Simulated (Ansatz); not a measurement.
Crystal: GaSb.

```
Sb Ga
1.0
     0.00000    3.05900    3.05900
     3.05900    0.00000    3.05900
     3.05900    3.05900    0.00000
Sb Ga
1 1
Direct
  0.75000 0.75000 0.75000
  0.00000 0.00000 0.00000
```

```yaml
Program: Ansatz 0.2.0
Task: relaxation of cell and atoms
Functional: PBE
Potentials_or_basis: Ansatz PAW
Cutoff: "420 eV (not typed: the program's choice for these potentials)"
k_mesh: 8 × 8 × 8
Occupations: fermi-dirac, width 0.05 eV
Spin: no spin polarisation
```

At the start: volume 28.62 Å³/atom.

Question: How do energy, volume and symmetry change on relaxing?

Answer: It ends after 6 steps and the volume is 30.00 Å³/atom (+4.8 %); space group F-43m (No. 216, to 0.05 Å).

Step by step:
```tsv
step	energy change (eV)	largest force (eV/Å)	volume (Å³)
1	0.0000	0.0000	57.25
2	-0.0173	0.0000	60.77
3	-0.0187	0.0000	60.07
4	-0.0193	0.0000	60.07
5	-0.0193	0.0000	60.00
6	-0.0193	0.0000	60.00
```

Final structure:
```
Sb Ga
1.0
     0.00000    3.10731    3.10731
     3.10731    0.00000    3.10731
     3.10731    3.10731    0.00000
Sb Ga
1 1
Direct
  0.75000 0.75000 0.75000
  0.00000 0.00000 0.00000
```

Caveat: the plane-wave basis is chosen anew once the cell has moved, so the energies of steps on either side of that aren't comparable.
